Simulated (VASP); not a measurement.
The system is W.

```xyz
1
Lattice="0.0000 2.0006 2.0006 2.0006 0.0000 2.0006 2.0006 2.0006 0.0000" Properties=species:S:1:pos:R:3 pbc="T T T"
W     0.0000    0.0000    0.0000
```

This isn't the form of W at room conditions, which is bcc.

Base run:

| Quantity | Value |
| --- | --- |
| Program | VASP 6.6.1 |
| Functional | PBEsol |
| Potentials or basis | VASP PAW PBE potentials, release 64 (W_sv) |
| Cutoff | 700 eV |
| k mesh | 18 × 18 × 18 |
| Occupations | gaussian, width 0.1 eV |
| Spin | no spin polarisation |

Its results: band gap on the k mesh none (metal or under the smearing width); pressure 0.0 GPa.

Task: The run is repeated on the same cell with these changes: functional from PBEsol to r2SCAN; cutoff from 700 eV to 520 eV; further incar settings from ALGO = Fast; EDIFF = 1e-06; NBANDS = 13 to ALGO = Normal; EDIFF = 1e-06; NBANDS = 13. What comes out?

Result: Band gap on the k mesh none (metal or under the smearing width); pressure 4.9 GPa.

Caveats: the PAW data sets were made with another functional, which shifts forces and pressure a little.
